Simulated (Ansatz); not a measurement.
Bulk crystal (AlAs) after relaxation:

```yaml
crystal:
  lattice:
    - [0.00000, 2.81451, 2.81451]
    - [2.81451, 0.00000, 2.81451]
    - [2.81451, 2.81451, 0.00000]
  atoms:
    - { symbol: Al, position: [0.00000, 0.00000, 0.00000] }
    - { symbol: As, position: [0.25000, 0.25000, 0.25000] }
```

Miller indices refer to the conventional cell of F-43m (No. 216), a = 5.629 Å, b = 5.629 Å, c = 5.629 Å, α = 90.00°, β = 90.00°, γ = 90.00°. The bulk's gap is 1.32 eV.

Consider the (110) slab of 6 planes, 10.0 Å thick with 15 Å of vacuum as cut; outer planes AlAs (top) and AlAs (bottom), all atoms relaxed.

These are results of DFT LDA, scalar-relativistic, plane waves, PAW in Ansatz 0.2.0, not measurements. Settings: cutoff 420 eV, Γ-centred mesh 7×5×1 on the computed 12-atom cell, Gaussian smearing of 0.05 eV; no spin polarisation. The cell repeats along c with a dipole correction in the vacuum.

(1) Estimate the surface energy (mean of both faces).

(2) Predict the gap of the slab on the mesh.

(3) Give the bulk valence band top under the vacuum level.

(4) Predict the bulk conduction band bottom under the vacuum level.

(5) The top two planes lie 1.990 Å apart in the bulk. How does relaxation change this?

An odd mesh misses points on the zone edge, so a gap read on it can be too wide.

Answers

(1) 0.90 J/m².

(2) 0.98 eV.

(3) 5.54 eV.

(4) 4.22 eV.

(5) The spacing becomes 1.823 Å (-8.4 %), and the top plane rumples by 0.717 Å.